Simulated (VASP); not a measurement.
Here is a VASP 6.6.1 calculation.

Contents of INCAR:

```
SYSTEM = BaTiO3
PREC = Accurate
ENCUT = 600
EDIFF = 1E-7
ISMEAR = 0
SIGMA = 0.03
LREAL = .False.
LASPH = .True.
NELM = 80
ALGO = Normal
ISIF = 3
LWAVE = .False.
LCHARG = .False.
GGA = PS
IBRION = 2
NSW = 90
EDIFFG = -0.005
KPAR = 2
```

Contents of KPOINTS:

```
Automatic mesh
0
Gamma
  8 8 8
  0 0 0
```

File POSCAR:

```
BaTiO3                                  
1.0
    3.9664534134      0.0000000000      0.0000000000
    0.0000000000      3.9664534134     -0.0000000000
    0.0000000000     -0.0000000000      4.0662622655
  Ba              Ti              O             
     1     1     3
Direct
     0.0000000000000000    0.0000000000000000    0.9986466701000166
     0.5000000000000000    0.5000000000000000    0.4820003778330460
     0.5000000000000000    0.5000000000000000    0.0290292087558446
     0.5000000000000000    0.0000000000000000    0.5166618716555496
     0.0000000000000000    0.5000000000000000    0.5166618716555496
```

Potentials or basis: VASP PAW PBE potentials, release 64 (Ba_sv, Ti_sv, O).

Run with:

```sh
$ cat potpaw_PBE.64/Ba_sv/POTCAR potpaw_PBE.64/Ti_sv/POTCAR potpaw_PBE.64/O/POTCAR > POTCAR
$ mpirun -np 2 vasp_std > vasp.out
```

(1) What does it give for the band gap on the k mesh?

(2) Estimate the space group after relaxing (to 0.05 Å).

(3) Estimate the relaxed volume.

(4) What does it give for the relaxed cell?

## Answers

(1) 1.76 eV, indirect (least direct gap 2.19 eV).

(2) P4mm (No. 99).

(3) 12.80 Å³/atom.

(4) a = 3.967 Å, b = 3.967 Å, c = 4.066 Å, α = 90.00°, β = 90.00°, γ = 90.00°.

Caveat: the PAW data sets were made with another functional, which shifts forces and pressure a little; spin-orbit coupling is left out, which moves the levels of the heavy elements.
